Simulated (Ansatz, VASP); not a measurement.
Ca2H3 in VASP and in Ansatz

```xyz
5
Lattice="3.9713 0.0000 0.0000 -1.9857 3.4393 0.0000 0.0000 0.0000 6.5178" Properties=species:S:1:pos:R:3 pbc="T T T"
Ca    0.0000    0.0000    5.1437
Ca    0.0000    0.0000    1.3741
H     1.9857    0.0000    0.0000
H    -0.9928    1.7196    0.0000
H     0.9928    1.7196    0.0000
```

Alike in both runs: functional PBE; k mesh 6 × 6 × 4; occupations gaussian, width 0.1 eV; no spin polarisation.

Ansatz relaxed the structure, and its values are those at the end. VASP's run is a single point on that final structure, the one shown.

|  | VASP | Ansatz |
| --- | --- | --- |
| version | VASP 6.6.1 | Ansatz 0.2.0 |
| potentials or method | VASP PAW PBE potentials, release 64 (Ca_sv, H) | scalar-relativistic, plane waves, PAW |
| plane-wave cutoff (eV) | 520 | 420 |
| valence electrons in the cell | 23 | 23 |

```tsv
	VASP	Ansatz	Ansatz less VASP
gap on the k mesh at the Fermi level (eV)	none	none	-
pressure (GPa)	0.2	0.1	-0.04
rms of the force components (eV/Å)	0.015	0.004	-0.0109
```

A gap of «none» marks a metal or a gap that the smearing closes.
